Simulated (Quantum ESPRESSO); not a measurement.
# Pb (Fm-3m) in Quantum ESPRESSO: notebook

One crystal, Pb, is run at these levels: PBEsol; tasks: phonons and electron-phonon coupling, phonons.

Everything below comes from runs of Quantum ESPRESSO 7.5. Logs are shortened: lines on timing, memory, paths and dates and some standing lists are left out, and cuts for length are marked.

### 1 Starting point

It takes space group Fm-3m (No. 225, cubic). Conventional cell: a = 4.950 Å, b = 4.950 Å, c = 4.950 Å, α = 90.00°, β = 90.00°, γ = 90.00°. Pb (site symmetry m-3m) has 12 Pb at 3.50 Å as nearest neighbours.

### 2 Phonons and electron-phonon coupling, PBEsol

Contents of pw.in:

```
&CONTROL
  calculation = 'scf'
  prefix = 'pwscf'
  outdir = './tmp'
  pseudo_dir = './pseudo'
  tprnfor = .true.
  tstress = .true.
  disk_io = 'low'
/
&SYSTEM
  ibrav = 0
  nat = 1
  ntyp = 1
  ecutwfc = 56
  nbnd = 13
  occupations = 'smearing'
  smearing = 'mp'
  degauss = 0.01999163
/
&ELECTRONS
  conv_thr = 2d-10
  electron_maxstep = 120
  mixing_beta = 0.5
/
ATOMIC_SPECIES
Pb   207.2000 Pb.upf
CELL_PARAMETERS angstrom
   0.0000000000    2.4750200000    2.4750200000
   2.4750200000    0.0000000000    2.4750200000
   2.4750200000    2.4750200000    0.0000000000
ATOMIC_POSITIONS crystal
Pb     0.0000000000    0.0000000000    0.0000000000
K_POINTS automatic
6 6 6 0 0 0
```

Contents of relax.in:

```
&CONTROL
  calculation = 'vc-relax'
  prefix = 'pwscf'
  outdir = './tmp'
  pseudo_dir = './pseudo'
  tprnfor = .true.
  tstress = .true.
  disk_io = 'low'
  nstep = 40
  forc_conv_thr = 0.0001
  etot_conv_thr = 1d-06
/
&SYSTEM
  ibrav = 0
  nat = 1
  ntyp = 1
  ecutwfc = 56
  nbnd = 13
  occupations = 'smearing'
  smearing = 'mp'
  degauss = 0.01999163
/
&ELECTRONS
  conv_thr = 2d-10
  electron_maxstep = 120
  mixing_beta = 0.5
/
&IONS
  ion_dynamics = 'bfgs'
/
&CELL
  cell_dynamics = 'bfgs'
  press = 0
  press_conv_thr = 0.2
/
ATOMIC_SPECIES
Pb   207.2000 Pb.upf
CELL_PARAMETERS angstrom
   0.0000000000    2.4750200000    2.4750200000
   2.4750200000    0.0000000000    2.4750200000
   2.4750200000    2.4750200000    0.0000000000
ATOMIC_POSITIONS crystal
Pb     0.0000000000    0.0000000000    0.0000000000
K_POINTS automatic
6 6 6 0 0 0
```

Contents of scf2.in:

```
&CONTROL
  calculation = 'scf'
  prefix = 'pwscf'
  outdir = './tmp'
  pseudo_dir = './pseudo'
  tprnfor = .true.
  tstress = .true.
  disk_io = 'low'
/
&SYSTEM
  ibrav = 0
  nat = 1
  ntyp = 1
  ecutwfc = 56
  nbnd = 13
  occupations = 'smearing'
  smearing = 'mp'
  degauss = 0.01999163
/
&ELECTRONS
  conv_thr = 1d-13
  electron_maxstep = 120
  mixing_beta = 0.5
  startingpot = 'file'
  startingwfc = 'file'
/
ATOMIC_SPECIES
Pb   207.2000 Pb.upf
CELL_PARAMETERS angstrom
   0.0000000000    2.4875805444    2.4875805444
   2.4875805444    0.0000000000    2.4875805444
   2.4875805444    2.4875805444    0.0000000000
ATOMIC_POSITIONS crystal
Pb     0.0000000000    0.0000000000    0.0000000000
K_POINTS automatic
6 6 6 0 0 0
```

Contents of dense.in:

```
&CONTROL
  calculation = 'scf'
  prefix = 'pwscf'
  outdir = './tmp'
  pseudo_dir = './pseudo'
  tprnfor = .true.
  tstress = .true.
  disk_io = 'low'
/
&SYSTEM
  ibrav = 0
  nat = 1
  ntyp = 1
  ecutwfc = 56
  nbnd = 13
  occupations = 'smearing'
  smearing = 'mp'
  degauss = 0.01999163
  la2F = .true.
/
&ELECTRONS
  conv_thr = 1d-12
  electron_maxstep = 120
  mixing_beta = 0.5
  startingpot = 'file'
/
ATOMIC_SPECIES
Pb   207.2000 Pb.upf
CELL_PARAMETERS angstrom
   0.0000000000    2.4875805444    2.4875805444
   2.4875805444    0.0000000000    2.4875805444
   2.4875805444    2.4875805444    0.0000000000
ATOMIC_POSITIONS crystal
Pb     0.0000000000    0.0000000000    0.0000000000
K_POINTS automatic
18 18 18 0 0 0
```

Contents of scf3.in:

```
&CONTROL
  calculation = 'scf'
  prefix = 'pwscf'
  outdir = './tmp'
  pseudo_dir = './pseudo'
  tprnfor = .true.
  tstress = .true.
  disk_io = 'low'
/
&SYSTEM
  ibrav = 0
  nat = 1
  ntyp = 1
  ecutwfc = 56
  nbnd = 13
  occupations = 'smearing'
  smearing = 'mp'
  degauss = 0.01999163
/
&ELECTRONS
  conv_thr = 1d-12
  electron_maxstep = 120
  mixing_beta = 0.5
  startingpot = 'file'
/
ATOMIC_SPECIES
Pb   207.2000 Pb.upf
CELL_PARAMETERS angstrom
   0.0000000000    2.4875805444    2.4875805444
   2.4875805444    0.0000000000    2.4875805444
   2.4875805444    2.4875805444    0.0000000000
ATOMIC_POSITIONS crystal
Pb     0.0000000000    0.0000000000    0.0000000000
K_POINTS automatic
6 6 6 0 0 0
```

Contents of ph.in:

```
phonon_bands of Pb
&INPUTPH
  prefix = 'pwscf'
  outdir = './tmp'
  tr2_ph = 1d-18
  fildyn = 'dyn'
  niter_ph = 90
  alpha_mix(1) = 0.4
  ldisp = .true.
  nq1 = 3
  nq2 = 3
  nq3 = 3
  electron_phonon = 'interpolated'
  el_ph_sigma = 0.005
  el_ph_nsigma = 10
  fildvscf = 'dvscf'
/
```

Contents of q2r.in:

```
&INPUT
  fildyn = 'dyn'
  zasr = 'crystal'
  flfrc = 'fc'
  la2F = .true.
/
```

Contents of matdyn.in:

```
&INPUT
  asr = 'crystal'
  flfrc = 'fc'
  flfrq = 'freq'
  q_in_cryst_coord = .true.
  flvec = ' '
/
80
 0.0000000000  0.0000000000  0.0000000000
 0.0454545455  0.0000000000  0.0454545455
 0.0909090909  0.0000000000  0.0909090909
 0.1363636364  0.0000000000  0.1363636364
 0.1818181818  0.0000000000  0.1818181818
 0.2272727273  0.0000000000  0.2272727273
 0.2727272727  0.0000000000  0.2727272727
 0.3181818182  0.0000000000  0.3181818182
 0.3636363636  0.0000000000  0.3636363636
 0.4090909091  0.0000000000  0.4090909091
 0.4545454545  0.0000000000  0.4545454545
 0.5000000000  0.0000000000  0.5000000000
 0.5000000000  0.0500000000  0.5500000000
 0.5000000000  0.1000000000  0.6000000000
 0.5000000000  0.1500000000  0.6500000000
 0.5000000000  0.2000000000  0.7000000000
 0.5000000000  0.2500000000  0.7500000000
 0.4687500000  0.2812500000  0.7500000000
 0.4375000000  0.3125000000  0.7500000000
 0.4062500000  0.3437500000  0.7500000000
 0.3750000000  0.3750000000  0.7500000000
 0.3461538462  0.3461538462  0.6923076923
 0.3173076923  0.3173076923  0.6346153846
 0.2884615385  0.2884615385  0.5769230769
 0.2596153846  0.2596153846  0.5192307692
 0.2307692308  0.2307692308  0.4615384615
 0.2019230769  0.2019230769  0.4038461538
 0.1730769231  0.1730769231  0.3461538462
 0.1442307692  0.1442307692  0.2884615385
 0.1153846154  0.1153846154  0.2307692308
 0.0865384615  0.0865384615  0.1730769231
 0.0576923077  0.0576923077  0.1153846154
 0.0288461538  0.0288461538  0.0576923077
 0.0000000000  0.0000000000  0.0000000000
 0.0454545455  0.0454545455  0.0454545455
 0.0909090909  0.0909090909  0.0909090909
 0.1363636364  0.1363636364  0.1363636364
 0.1818181818  0.1818181818  0.1818181818
 0.2272727273  0.2272727273  0.2272727273
 0.2727272727  0.2727272727  0.2727272727
 0.3181818182  0.3181818182  0.3181818182
 0.3636363636  0.3636363636  0.3636363636
 0.4090909091  0.4090909091  0.4090909091
 0.4545454545  0.4545454545  0.4545454545
 0.5000000000  0.5000000000  0.5000000000
 0.5178571429  0.4642857143  0.5178571429
 0.5357142857  0.4285714286  0.5357142857
 0.5535714286  0.3928571429  0.5535714286
 0.5714285714  0.3571428571  0.5714285714
 0.5892857143  0.3214285714  0.5892857143
 0.6071428571  0.2857142857  0.6071428571
 0.6250000000  0.2500000000  0.6250000000
 0.5937500000  0.2500000000  0.6562500000
 0.5625000000  0.2500000000  0.6875000000
 0.5312500000  0.2500000000  0.7187500000
 0.5000000000  0.2500000000  0.7500000000
 0.5000000000  0.2750000000  0.7250000000
 0.5000000000  0.3000000000  0.7000000000
 0.5000000000  0.3250000000  0.6750000000
 0.5000000000  0.3500000000  0.6500000000
 0.5000000000  0.3750000000  0.6250000000
 0.5000000000  0.4000000000  0.6000000000
 0.5000000000  0.4250000000  0.5750000000
 0.5000000000  0.4500000000  0.5500000000
 0.5000000000  0.4750000000  0.5250000000
 0.5000000000  0.5000000000  0.5000000000
 0.4861111111  0.4861111111  0.5277777778
 0.4722222222  0.4722222222  0.5555555556
 0.4583333333  0.4583333333  0.5833333333
 0.4444444444  0.4444444444  0.6111111111
 0.4305555556  0.4305555556  0.6388888889
 0.4166666667  0.4166666667  0.6666666667
 0.4027777778  0.4027777778  0.6944444444
 0.3888888889  0.3888888889  0.7222222222
 0.3750000000  0.3750000000  0.7500000000
 0.6250000000  0.2500000000  0.6250000000
 0.5937500000  0.1875000000  0.5937500000
 0.5625000000  0.1250000000  0.5625000000
 0.5312500000  0.0625000000  0.5312500000
 0.5000000000  0.0000000000  0.5000000000
```

Contents of matdyn_dos.in:

```
&INPUT
  asr = 'crystal'
  flfrc = 'fc'
  dos = .true.
  fldos = 'phdos'
  nk1 = 9
  nk2 = 9
  nk3 = 9
  deltaE = 0.5
  flvec = ' '
  flfrq = ' '
/
```

Contents of matdyn_a2f.in:

```
&INPUT
  asr = 'crystal'
  flfrc = 'fc'
  la2F = .true.
  dos = .true.
  fldos = 'dos2'
  nk1 = 8
  nk2 = 8
  nk3 = 8
  ndos = 60
  el_ph_nsigma = 10
  flfrq = 'dosfreq2'
  flvec = ' '
/
```

Contents of matdyn_mesh.in:

```
&INPUT
  asr = 'crystal'
  flfrc = 'fc'
  flfrq = 'mesh'
  q_in_cryst_coord = .true.
  flvec = ' '
/
512
 0.06250000  0.06250000  0.06250000
 0.06250000  0.06250000  0.18750000
 0.06250000  0.06250000  0.31250000
[... 509 further points of the even 8 x 8 x 8 mesh, shifted by half a step ...]
```

Potentials or basis: PseudoDojo 0.4.1 SR PBEsol standard.

On the command line:

```console
$ OMP_NUM_THREADS=1 pw.x -in pw.in > pw.out
$ OMP_NUM_THREADS=1 pw.x -in relax.in > relax.out
$ OMP_NUM_THREADS=1 pw.x -in scf2.in > scf2.out
$ OMP_NUM_THREADS=1 pw.x -in dense.in > dense.out
$ OMP_NUM_THREADS=1 pw.x -in scf3.in > scf3.out
$ OMP_NUM_THREADS=1 ph.x -in ph.in > ph.out
$ OMP_NUM_THREADS=1 q2r.x -in q2r.in > q2r.out
$ OMP_NUM_THREADS=1 matdyn.x -in matdyn.in > matdyn.out
$ OMP_NUM_THREADS=1 matdyn.x -in matdyn_dos.in > matdyn_dos.out
$ OMP_NUM_THREADS=1 matdyn.x -in matdyn_a2f.in > matdyn_a2f.out
$ OMP_NUM_THREADS=1 matdyn.x -in matdyn_mesh.in > matdyn_mesh.out
```

pw.out:

```text
This program is part of the open-source Quantum ESPRESSO suite
     for quantum simulation of materials; please cite
[... 9 lines left out ...]
     --------------------
     sticks:   dense  smooth     PW     G-vecs:    dense   smooth      PW
     Sum         673     673    211                11575    11575    1989

     Using Slab Decomposition

     bravais-lattice index     =            0
     lattice parameter (alat)  =       6.6144  a.u.
     unit-cell volume          =     204.6269 (a.u.)^3
     number of atoms/cell      =            1
     number of atomic types    =            1
     number of electrons       =        14.00
     number of Kohn-Sham states=           13
     kinetic-energy cutoff     =      56.0000  Ry
     charge density cutoff     =     224.0000  Ry
     scf convergence threshold =      2.0E-10
     mixing beta               =       0.5000
     number of iterations used =            8  plain     mixing
     Exchange-correlation= PBESOL
                           (   1   4  10   8   0   0   0)

     celldm(1)=   6.614432  celldm(2)=   0.000000  celldm(3)=   0.000000
     celldm(4)=   0.000000  celldm(5)=   0.000000  celldm(6)=   0.000000

[... 8 lines left out ...]
               b(3) = (  0.707107  0.707107 -0.707107 )

     PseudoPot. # 1 for Pb read from file:
     Pb.upf
     Pseudo is Norm-conserving + core correction, Zval = 14.0
     Generated using ONCVPSP code by D. R. Hamann
     Using radial grid of 1678 points,  6 beta functions with:
                l(1) =   0
                l(2) =   0
                l(3) =   1
                l(4) =   1
                l(5) =   2
                l(6) =   2

     atomic species   valence    mass     pseudopotential
     Pb               14.00   207.20000     Pb( 1.00)

     48 Sym. Ops., with inversion, found

   Cartesian axes

     site n.     atom                  positions (alat units)
         1        Pb     tau(   1) = (   0.0000000   0.0000000   0.0000000  )

     number of k points=    16  Methfessel-Paxton smearing, width (Ry)=  0.0200
                       cart. coord. in units 2pi/alat
        k(    1) = (   0.0000000   0.0000000   0.0000000), wk =   0.0092593
        k(    2) = (   0.1178511   0.1178511  -0.1178511), wk =   0.0740741
        k(    3) = (   0.2357023   0.2357023  -0.2357023), wk =   0.0740741
        k(    4) = (  -0.3535534  -0.3535534   0.3535534), wk =   0.0370370
        k(    5) = (   0.2357023   0.0000000  -0.0000000), wk =   0.0555556
        k(    6) = (   0.3535534   0.1178511  -0.1178511), wk =   0.2222222
[... 8 lines left out ...]
        k(   15) = (  -0.1178511  -0.3535534   0.5892557), wk =   0.2222222
        k(   16) = (  -0.7071068   0.2357023   0.0000000), wk =   0.1111111

     Dense  grid:    11575 G-vectors     FFT dimensions: (  32,  32,  32)

     Initial potential from superposition of free atoms

     starting charge      13.9981, renormalised to      14.0000
     Starting wfcs are    9 randomized atomic wfcs +    4 random wfcs

     Self-consistent Calculation

     iteration #  1     ecut=    56.00 Ry     beta= 0.50
     Davidson diagonalization with overlap
     ethr =  1.00E-02,  avg # of iterations =  5.3

     Threshold (ethr) on eigenvalues was too large:
     Diagonalizing with lowered threshold

     Davidson diagonalization with overlap
     ethr =  1.79E-05,  avg # of iterations =  6.0

     total energy              =    -140.53121923 Ry
     estimated scf accuracy    <       0.00256921 Ry
[... 5 lines left out ...]
     total energy              =    -140.53153258 Ry
     estimated scf accuracy    <       0.00018768 Ry

     iteration #  3     ecut=    56.00 Ry     beta= 0.50
     Davidson diagonalization with overlap
     c_bands:  1 eigenvalues not converged
     ethr =  1.34E-06,  avg # of iterations =  5.9

     total energy              =    -140.53154888 Ry
     estimated scf accuracy    <       0.00002366 Ry

     iteration #  4     ecut=    56.00 Ry     beta= 0.50
     Davidson diagonalization with overlap
     ethr =  1.69E-07,  avg # of iterations =  1.1
[... 25 lines left out ...]
     iteration #  8     ecut=    56.00 Ry     beta= 0.50
     Davidson diagonalization with overlap
     ethr =  2.03E-12,  avg # of iterations =  2.0

     End of self-consistent calculation

          k = 0.0000 0.0000 0.0000 (  1459 PWs)   bands (ev):

    -5.7511  -5.7511  -5.7511  -5.6133  -5.6133  -0.5226  18.6664  18.6664
    18.6664  21.3169  22.5370  23.7224  23.7224

          k = 0.1179 0.1179-0.1179 (  1432 PWs)   bands (ev):

    -5.7536  -5.7217  -5.7217  -5.6074  -5.6074   0.0126  14.5389  18.0905
    18.0905  20.5721  24.0595  24.4599  24.4605

          k = 0.2357 0.2357-0.2357 (  1441 PWs)   bands (ev):

    -5.7691  -5.7263  -5.7263  -5.5296  -5.5296   1.5698   9.6976  17.2140
    17.2140  20.2739  21.9597  22.9897  22.9897

          k =-0.3536-0.3536 0.3536 (  1458 PWs)   bands (ev):

    -5.7812  -5.7421  -5.7421  -5.4760  -5.4760   3.1085   7.0204  16.8419
    16.8419  20.6952  20.7079  22.4355  22.4355

          k = 0.2357 0.0000-0.0000 (  1447 PWs)   bands (ev):

    -5.7926  -5.6771  -5.6771  -5.6592  -5.5824   0.1903  15.6473  16.5390
    16.5390  19.6918  21.1292  26.6393  26.7688

          k = 0.3536 0.1179-0.1179 (  1437 PWs)   bands (ev):

    -5.8014  -5.7058  -5.6521  -5.6030  -5.5167   1.4141  11.4348  15.4016
    15.5371  19.1840  21.5573  25.3875  25.9146

          k =-0.2357-0.4714 0.4714 (  1451 PWs)   bands (ev):
[... 6 lines left out ...]
    -5.7536  -5.7226  -5.6790  -5.5409  -5.5223   2.6442   8.8739  13.2839
    16.6847  19.6654  22.9332  23.7363  26.9971

          k = 0.0000-0.2357 0.2357 (  1432 PWs)   bands (ev):

    -5.7499  -5.7140  -5.6684  -5.6419  -5.5498   0.8946  12.5723  14.2405
    18.2944  21.4715  22.2445  23.6098  24.0819

          k = 0.4714 0.0000-0.0000 (  1439 PWs)   bands (ev):

    -5.8750  -5.7688  -5.5217  -5.5217  -5.5203   2.2738  11.2089  14.1812
    14.1812  17.5660  18.3316  29.6520  29.6520

          k =-0.1179-0.5893 0.5893 (  1459 PWs)   bands (ev):
[... 6 lines left out ...]
    -5.8084  -5.6501  -5.6006  -5.5812  -5.5128   4.0703   9.4147   9.6898
    14.9093  18.1791  25.1747  26.8547  27.0535

          k =-0.7071 0.0000 0.0000 (  1428 PWs)   bands (ev):

    -5.9159  -5.8304  -5.4889  -5.4401  -5.4401   4.5191   7.9615  13.3049
    13.3049  16.5976  17.8874  30.4533  32.1866

          k =-0.2357-0.4714 0.7071 (  1446 PWs)   bands (ev):
[... 6 lines left out ...]
    -5.7576  -5.7146  -5.6228  -5.5845  -5.4738   4.0890   8.6100  11.2392
    13.2625  20.7061  22.6510  25.6208  25.7333

          k =-0.7071 0.2357 0.0000 (  1458 PWs)   bands (ev):

    -5.8062  -5.7702  -5.5690  -5.5412  -5.4400   4.5984   8.8371  11.1687
    11.8175  20.0545  21.0075  26.3750  26.6142

     the Fermi energy is    11.3772 ev

!    total energy              =    -140.53154988 Ry
     estimated scf accuracy    <          2.7E-11 Ry
     smearing contrib. (-TS)   =      -0.00037862 Ry
     internal energy E=F+TS    =    -140.53117126 Ry

     The total energy is F=E-TS. E is the sum of the following terms:
     one-electron contribution =     -30.00483561 Ry
     hartree contribution      =      25.16885063 Ry
     xc contribution           =     -39.62806615 Ry
     ewald contribution        =     -96.06712013 Ry

     convergence has been achieved in   8 iterations

     Forces acting on atoms (cartesian axes, Ry/au):

     atom    1 type  1   force =     0.00000000    0.00000000    0.00000000

     Total force =     0.000000     Total SCF correction =     0.000000

     Computing stress (Cartesian axis) and pressure

          total   stress  (Ry/bohr**3)                   (kbar)     P=        6.72
   0.00004569  -0.00000000  -0.00000000            6.72       -0.00       -0.00
  -0.00000000   0.00004569  -0.00000000           -0.00        6.72       -0.00
  -0.00000000  -0.00000000   0.00004569           -0.00       -0.00        6.72

=------------------------------------------------------------------------------=
   JOB DONE.
=------------------------------------------------------------------------------=
```

Run time: 6.5 min. Hardware: 1 thread of Arm Neoverse V1, shared host; peak memory 0.09 GiB.

Results:

* Free energy: -1912.0301 eV
* Relaxed volume: 30.79 Å³/atom
* Relaxed cell: a = 3.518 Å, b = 3.518 Å, c = 3.518 Å, α = 60.00°, β = 60.00°, γ = 60.00°
* Space group after relaxing (to 0.05 Å): Fm-3m (No. 225)
* Pressure after relaxing: 0.0 GPa
* Band gap on the k mesh: none (metal or under the smearing width)
* Highest phonon frequency: 77 cm⁻¹
* Most unstable mode: 46i cm⁻¹

Step by step:
| step | energy change (eV) | largest force (eV/Å) | pressure (GPa) | volume (Å³) |
| --- | --- | --- | --- | --- |
| 1 | 0.0000 | 0.0000 | 0.67 | 30.32 |
| 2 | -0.0004 | 0.0000 | 0.52 | 30.43 |
| 3 | -0.0007 | 0.0000 | 0.35 | 30.54 |
| 4 | -0.0009 | 0.0000 | 0.10 | 30.71 |
| 5 | -0.0010 | 0.0000 | 0.00 | 30.79 |
| 6 | -0.0010 | 0.0000 | 0.00 | 30.79 |

Final structure:
```yaml
crystal:
  lattice:
    - [0.00000, 2.48758, 2.48758]
    - [2.48758, 0.00000, 2.48758]
    - [2.48758, 2.48758, 0.00000]
  atoms:
    - { symbol: Pb, position: [0.00000, 0.00000, 0.00000] }
```

Phonon frequencies in cm⁻¹ (negative: imaginary):
| q point | frequencies |
| --- | --- |
| (0.000, 0.000, 0.000) | 0 0 0 |
| (0.318, 0.000, 0.318) | -45 -45 63 |
| (0.500, 0.150, 0.650) | 14 28 70 |
| (0.346, 0.346, 0.692) | 35 38 60 |
| (0.144, 0.144, 0.288) | -39 -17 23 |
| (0.091, 0.091, 0.091) | -18 -10 -10 |
| (0.409, 0.409, 0.409) | -23 35 35 |
| (0.589, 0.321, 0.589) | 34 35 57 |
| (0.500, 0.275, 0.725) | 30 55 55 |
| (0.500, 0.450, 0.550) | 7 39 41 |
| (0.431, 0.431, 0.639) | 31 36 50 |
| (0.562, 0.125, 0.562) | -23 -20 74 |

Phonon frequencies at the corners of the path (cm⁻¹, interpolated; i marks imaginary ones):
```tsv
point	frequencies
Γ	0 0 0
X	33i 33i 77
W	30 56 56
K	26 31 66
L	16i 40 40
U	26 31 66
```

Phonon states per cell in windows of 10 cm⁻¹ (negative: imaginary):
| from (cm⁻¹) | total |
| --- | --- |
| -50 | 0.03 |
| -40 | 0.31 |
| -30 | 0.26 |
| -20 | 0.20 |
| -10 | 0.17 |
| 0 | 0.19 |
| 10 | 0.21 |
| 20 | 0.36 |
| 30 | 0.38 |
| 40 | 0.34 |
| 50 | 0.30 |
| 60 | 0.20 |
| 70 | 0.05 |

Caveat: the k mesh is coarse (spacing up to 0.37 Å⁻¹), so the values aren't converged; the mesh is thin for the phonons of a metal; some modes are imaginary; λ from interpolated matrix elements is rough: modes that symmetry makes equal can differ by tens of percent; the q mesh is small, so phonon branches between its points and thermal values are rough.

(Part 1 of 2 ends here.)
